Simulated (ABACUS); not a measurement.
# C (Fd-3m) in ABACUS: further runs

One crystal, C, is run at these levels: LDA, TPSS; tasks: single point.

All numbers are computed with ABACUS 3.10.1; they aren't measurements. Logs are shortened: lines on timing, memory, paths and dates and some standing lists are left out, and cuts for length are marked.

**1. Starting point**

The structure is cubic, space group Fd-3m (No. 227). The conventional cell has a = 3.567 Å, b = 3.567 Å, c = 3.567 Å, α = 90.00°, β = 90.00°, γ = 90.00°. C (site symmetry -43m) has 4 C at 1.54 Å as nearest neighbours.

This isn't the form of C at room conditions, which is graphite.

**2. Single point, LDA**

The input, run_abacus.py:

```python
"""ABACUS run from a structure file: ASE reads it, the script writes STRU, KPT and INPUT."""
import re
import subprocess
from ase.io import read
from ase.units import Bohr

atoms = read("C.cif")
atoms = atoms[(-atoms.numbers).argsort(kind="stable")]  # ABACUS lists atoms element by element
pseudo = {'C': 'C.upf'}
orbital = {}
magmoms = None
kmesh = [10, 10, 10]
params = {
    'suffix': 'C',
    'calculation': 'scf',
    'basis_type': 'pw',
    'pseudo_dir': './',
    'symmetry': 1,
    'dft_functional': 'pz',
    'ecutwfc': 82,
    'pseudo_rcut': 10,
    'nspin': 1,
    'nbands': 14,
    'ks_solver': 'dav',
    'smearing_method': 'fd',
    'smearing_sigma': 0.00367493,
    'scf_thr': 1e-08,
    'scf_nmax': 100,
    'mixing_type': 'broyden',
    'mixing_beta': 0.7,
    'cal_force': 1,
    'cal_stress': 1,
    'out_chg': 1,
    'kpar': 4,
}

symbols = atoms.get_chemical_symbols()
elements = list(dict.fromkeys(symbols))
lines = ["ATOMIC_SPECIES"] + [f"{e} {atoms.get_masses()[symbols.index(e)]:.4f} {pseudo[e]}" for e in elements]
if orbital:
    lines += ["", "NUMERICAL_ORBITAL"] + [orbital[e] for e in elements]
lines += ["", "LATTICE_CONSTANT", f"{1 / Bohr:.10f}", "", "LATTICE_VECTORS"]
lines += [" ".join(f"{x:.10f}" for x in v) for v in atoms.cell]
lines += ["", "ATOMIC_POSITIONS", "Direct"]
for e in elements:
    lines += ["", e, "0.0", str(symbols.count(e))]
    for i, p in enumerate(atoms.get_scaled_positions(wrap=False)):
        if symbols[i] == e:
            mag = "" if magmoms is None else " mag " + " ".join(str(x) for x in (magmoms[i] if isinstance(magmoms[i], list) else [magmoms[i]]))
            lines.append(" ".join(f"{x:.10f}" for x in p) + " 1 1 1" + mag)
open("STRU", "w").write("\n".join(lines) + "\n")
open("KPT", "w").write("K_POINTS\n0\nGamma\n%d %d %d 0 0 0\n" % tuple(kmesh))
open("INPUT", "w").write("INPUT_PARAMETERS\n" + "".join(f"{k:<20s}{v}\n" for k, v in params.items()))

done = subprocess.run(['mpirun', '-np', '4', 'abacus'])
if done.returncode:
    raise SystemExit(done.returncode)
log = open("OUT.C/running_scf.log").read()
print("final energy (eV):", re.findall(r"FINAL_ETOT_IS (\S+)", log))
```

The input, C.cif:

```cif
data_C
_cell_length_a 2.52206604
_cell_length_b 2.52206604
_cell_length_c 2.52206604
_cell_angle_alpha 60.00000000
_cell_angle_beta 60.00000000
_cell_angle_gamma 60.00000000
_space_group_name_H-M_alt 'P1'
_space_group_name_Hall 'P 1'
_space_group_IT_number 1
loop_
_space_group_symop_operation_xyz
'x,y,z'
loop_
_atom_site_label
_atom_site_type_symbol
_atom_site_symmetry_multiplicity
_atom_site_Wyckoff_symbol
_atom_site_fract_x
_atom_site_fract_y
_atom_site_fract_z
_atom_site_occupancy
C1 C 1 a 0.7500000000 0.7500000000 0.7500000000 1
C2 C 1 a 0.5000000000 0.5000000000 0.5000000000 1
```

Potentials or basis: PseudoDojo NC SR 0.4.1 LDA stringent, plane waves.

On the command line:

```
OMP_NUM_THREADS=1 python run_abacus.py > log
```

running log:

```text
ABACUS v3.10.1

               Atomic-orbital Based Ab-initio Computation at UStc

 ------------------------------------------------------------------------------------

 READING GENERAL INFORMATION
                           global_out_dir = OUT.C/
                           global_in_card = INPUT
                               pseudo_dir = ./
                              orbital_dir =
                                    DSIZE = 4
                                    GSIZE = 1

 READING UNITCELL INFORMATION
                                    ntype = 1
                  lattice constant (Bohr) = 1.88973
              lattice constant (Angstrom) = 1

 READING ATOM TYPE 1
                               atom label = C
                      L=0, number of zeta = 1
                      L=1, number of zeta = 1
                      L=2, number of zeta = 1
             number of atom for this type = 2

                        TOTAL ATOM NUMBER = 2
DIRECT COORDINATES
    atom                   x                   y                   z     mag                  vx                  vy                  vz
taud_C1            0.7500000000        0.7500000000        0.7500000000  0.0000        0.0000000000        0.0000000000        0.0000000000
taud_C2            0.5000000000        0.5000000000        0.5000000000  0.0000        0.0000000000        0.0000000000        0.0000000000

                          Volume (Bohr^3) = 76.551
                             Volume (A^3) = 11.3437

 Lattice vectors: (Cartesian coordinate: in unit of a_0)
             +2.52207                  +0                  +0
             +1.26103            +2.18417                  +0
             +1.26103           +0.728058            +2.05926
 Reciprocal vectors: (Cartesian coordinate: in unit of 2 pi/a_0)
              +0.3965            -0.22892           -0.161871
                   -0           +0.457839           -0.161871
                   +0                  -0           +0.485612
 The esolver type has been set to : ksdft_pw

                PAO radial cut off (Bohr) = 10

 Read in pseudopotential file is C.upf
                     pseudopotential type = NC
          exchange-correlation functional = SLAPWNOGXNOGC
                 nonlocal core correction = 1
                        valence electrons = 4
                                     lmax = 1
                           number of zeta = 2
                     number of projectors = 4
                           L of projector = 0
                           L of projector = 0
                           L of projector = 1
                           L of projector = 1
 XC functional updated to : pz
          exchange-correlation functional = PZ
[... 158 lines left out ...]
 Init Non-Local-Pseudopotential done.

                                     npwx = 964

 Make real space PAO into reciprocal space.
       max mesh points in Pseudopotential = 1001
     dq(describe PAO in reciprocal space) = 0.01
                                    max q = 1091

 number of pseudo atomic orbitals for C is 2
WARNING: norm of atomic wavefunction # 2 of atomic type C is 0.999991, renormalized

 -------------------------------------------
 SELF-CONSISTENT
 -------------------------------------------
                                 init_chg = atomic

 PW ALGORITHM --------------- ION=   1  ELEC=   1--------------------------------

 Density error is 0.124014869909
                          Error Threshold = 0.01
----------------------------------------------------------
     Energy           Rydberg                 eV
----------------------------------------------------------
 E_KohnSham     -24.1189777433       -328.1555272445
 E_Harris       -23.6483634771       -321.7524916643
 E_Fermi        1.1451103912         15.5800261588
----------------------------------------------------------
[... 39 lines left out ...]
 Density error is 8.67925050505e-09
                          Error Threshold = 7.70993591098e-09
----------------------------------------------------------
     Energy           Rydberg                 eV
----------------------------------------------------------
 E_KohnSham     -24.1277703133       -328.2751562959
 E_KS(sigma->0) -24.1277703133       -328.2751562959
 E_Harris       -24.1277895787       -328.2754184148
 E_band         2.4760639782         33.6885787158
 E_one_elec     8.1979752643         111.5391756580
 E_Hartree      1.9121789157         26.0165288491
 E_xc           -8.6632359989        -117.8693727032
 E_Ewald        -25.5746884945       -347.9614880998
 E_entropy(-TS) -0.0000000000        -0.0000000000
 E_descf        0.0000000000         0.0000000000
 E_exx          0.0000000000         0.0000000000
 E_Fermi        1.1771618095         16.0161080773
----------------------------------------------------------

 charge density convergence is achieved
 final etot is -328.2751563 eV
 EFERMI = 16.016108077 eV

 STATE ENERGY(eV) AND OCCUPATIONS    NSPIN == 1
 1/12 kpoint (Cartesian) = 0.0000 0.0000 0.0000 (941 pws)
       1       -8.21599     0.00200000
       2        13.1369     0.00200000
       3        13.1369     0.00200000
       4        13.1369     0.00200000
       5        18.6936    1.10898e-26
       6        18.6936    1.10898e-26
       7        18.6936    1.10898e-26
       8        26.6539        0.00000
       9        32.1209        0.00000
      10        40.1106        0.00000
      11        40.1106        0.00000
      12        40.4986        0.00000
      13        40.4986        0.00000
      14        40.4986        0.00000
[... 66 lines left out ...]
       1       -2.37122     0.00800000
       2      -0.255793     0.00800000
       3        10.3296     0.00800000
       4        10.3296     0.00800000
       5        21.5579    5.85429e-51
       6        21.5579    5.85429e-51
       7        22.1730    2.66097e-56
       8        28.5317        0.00000
       9        34.6444        0.00000
      10        37.0233        0.00000
      11        38.9888        0.00000
      12        38.9888        0.00000
      13        47.5452        0.00000
      14        47.5452        0.00000

[... levels at 6 further k points ...]

------------------------------------------------------------------------------------------
 TOTAL-FORCE (eV/Angstrom)
------------------------------------------------------------------------------------------
                        C1         0.0000000000         0.0000000000         0.0000000000
                        C2         0.0000000000         0.0000000000         0.0000000000
------------------------------------------------------------------------------------------

----------------------------------------------------------------
 TOTAL-STRESS (KBAR)
----------------------------------------------------------------
      -104.8819782588        -0.0000000000        -0.0000000000
        -0.0000000000      -104.8819782552         0.0000000017
        -0.0000000000         0.0000000017      -104.8819782623
----------------------------------------------------------------
 TOTAL-PRESSURE: -104.881978 KBAR

 --------------------------------------------
 !FINAL_ETOT_IS -328.2751562959070384 eV
 --------------------------------------------
```

STRU:

```text
ATOMIC_SPECIES
C 12.0110 C.upf

LATTICE_CONSTANT
1.8897261258

LATTICE_VECTORS
2.5220660400 0.0000000000 0.0000000000
1.2610330200 2.1841732607 0.0000000000
1.2610330200 0.7280577536 2.0592582985

ATOMIC_POSITIONS
Direct

C
0.0
2
0.7500000000 0.7500000000 0.7500000000 1 1 1
0.5000000000 0.5000000000 0.5000000000 1 1 1
```

Wall time 2.3 s (4 MPI ranks of Intel Xeon Platinum 8488C (Sapphire Rapids), shared host); peak memory 0.36 GiB.

What came out:

| Item | Value |
| --- | --- |
| Free energy | -328.2752 eV |
| Pressure | -10.5 GPa |
| Band gap on the k mesh | 4.17 eV, indirect (least direct gap 5.56 eV) |

Levels at points of the mesh, in eV from the valence-band top:
```
           k point  band 1  band 2  band 3  band 4  band 5  band 6  band 7  band 8
(0.00, 0.00, 0.00)  -21.35    0.00    0.00    0.00    5.56    5.56    5.56   13.52
(0.50, 0.50, 0.50)  -15.51  -13.39   -2.81   -2.81    8.42    8.42    9.04   15.39
(0.50, 0.50, 0.00)  -12.64  -12.64   -6.32   -6.32    4.75    4.75   16.61   16.61
```

A k mesh can miss the band edges. A hybrid or GW would open this gap; LDA tends to underestimate it.

**3. Single point, TPSS**

Changes to run_abacus.py since step 2:

```diff
@@ -6,8 +6,8 @@
 
-atoms = read("C.cif")
+atoms = read("POSCAR")
 atoms = atoms[(-atoms.numbers).argsort(kind="stable")]  # ABACUS lists atoms element by element
-pseudo = {'C': 'C.upf'}
+pseudo = {'C': 'C_ONCV_PBE-1.2.upf'}
 orbital = {}
 magmoms = None
-kmesh = [10, 10, 10]
+kmesh = [8, 8, 8]
 params = {
@@ -18,4 +18,4 @@
     'symmetry': 1,
-    'dft_functional': 'pz',
-    'ecutwfc': 82,
+    'dft_functional': 'MGGA_X_TPSS+MGGA_C_TPSS',
+    'ecutwfc': 95,
     'pseudo_rcut': 10,
@@ -32,2 +32,3 @@
     'cal_stress': 1,
+    'mixing_tau': 1,
     'out_chg': 1,
```

The input, POSCAR:

```
C
1.0
    0.0000000000      1.7833700000      1.7833700000
    1.7833700000      0.0000000000      1.7833700000
    1.7833700000      1.7833700000      0.0000000000
C
2
Direct
    0.7500000000      0.7500000000      0.7500000000
    0.5000000000      0.5000000000      0.5000000000
```

Potentials or basis: SG15 ONCV 1.2 PBE, plane waves.

On the command line:

```
OMP_NUM_THREADS=1 python run_abacus.py > log
```

running log:

```text
ABACUS v3.10.1

               Atomic-orbital Based Ab-initio Computation at UStc

 ------------------------------------------------------------------------------------

 READING GENERAL INFORMATION
                           global_out_dir = OUT.C/
                           global_in_card = INPUT
                               pseudo_dir = ./
                              orbital_dir =
                                    DSIZE = 4
                                    GSIZE = 1

 READING UNITCELL INFORMATION
                                    ntype = 1
                  lattice constant (Bohr) = 1.88973
              lattice constant (Angstrom) = 1

 READING ATOM TYPE 1
                               atom label = C
                      L=0, number of zeta = 1
                      L=1, number of zeta = 1
                      L=2, number of zeta = 1
             number of atom for this type = 2

                        TOTAL ATOM NUMBER = 2
DIRECT COORDINATES
    atom                   x                   y                   z     mag                  vx                  vy                  vz
taud_C1            0.7500000000        0.7500000000        0.7500000000  0.0000        0.0000000000        0.0000000000        0.0000000000
taud_C2            0.5000000000        0.5000000000        0.5000000000  0.0000        0.0000000000        0.0000000000        0.0000000000

                          Volume (Bohr^3) = 76.551
[... 261 lines left out ...]

 charge density convergence is achieved
 final etot is -309.63651225 eV
 EFERMI = 16.081316806 eV

 STATE ENERGY(eV) AND OCCUPATIONS    NSPIN == 1
 1/8 kpoint (Cartesian) = 0.0000 0.0000 0.0000 (1243 pws)
       1       -8.41504     0.00390625
       2        13.3656     0.00390625
       3        13.3656     0.00390625
       4        13.3656     0.00390625
       5        19.1951    3.51338e-30
       6        19.1951    3.51338e-30
       7        19.1951    3.51338e-30
       8        27.0657        0.00000
       9        32.5766        0.00000
      10        40.5759        0.00000
      11        40.5759        0.00000
      12        41.3395        0.00000
      13        41.3395        0.00000
      14        41.3395        0.00000
[... 66 lines left out ...]
       1       -7.83024      0.0234375
       2        11.6400      0.0234375
       3        11.6400      0.0234375
       4        12.0295      0.0234375
       5        18.7565    1.36032e-25
       6        21.4195    1.00743e-48
       7        21.4195    1.00743e-48
       8        27.0149        0.00000
       9        33.5555        0.00000
      10        34.5198        0.00000
      11        41.3199        0.00000
      12        42.6968        0.00000
      13        42.6968        0.00000
      14        45.7596        0.00000

[... levels at 2 further k points ...]

------------------------------------------------------------------------------------------
 TOTAL-FORCE (eV/Angstrom)
------------------------------------------------------------------------------------------
                        C1         0.0000000000         0.0000000000         0.0000000000
                        C2         0.0000000000         0.0000000000         0.0000000000
------------------------------------------------------------------------------------------

----------------------------------------------------------------
 TOTAL-STRESS (KBAR)
----------------------------------------------------------------
        17.1163134339        -0.0000000000         0.0000000000
         0.0000000000        17.1163134339        -0.0000000000
         0.0000000000        -0.0000000000        17.1163134339
----------------------------------------------------------------
 TOTAL-PRESSURE: 17.116313 KBAR

 --------------------------------------------
 !FINAL_ETOT_IS -309.6365122500639018 eV
 --------------------------------------------
```

Run time: 6 s. Hardware: 4 MPI ranks of Intel Xeon Platinum 8559C (Emerald Rapids), shared host; peak memory 0.36 GiB.

What came out:

```yaml
Free_energy: -309.6365 eV
Pressure: 1.7 GPa
Band_gap_on_the_k_mesh: 4.26 eV, indirect (least direct gap 5.83 eV)
```

Levels at points of the mesh, in eV from the valence-band top:
```tsv
k point	band 1	band 2	band 3	band 4	band 5	band 6	band 7	band 8
(0.00, 0.00, 0.00)	-21.78	0.00	0.00	0.00	5.83	5.83	5.83	13.70
(0.50, 0.50, 0.50)	-15.92	-13.54	-2.82	-2.82	8.74	8.74	9.10	15.85
(0.50, 0.50, 0.00)	-12.93	-12.93	-6.35	-6.35	4.88	4.88	17.19	17.19
```

Caveat: the potentials were made for another functional, which shifts forces and pressure. A k mesh can miss the band edges.
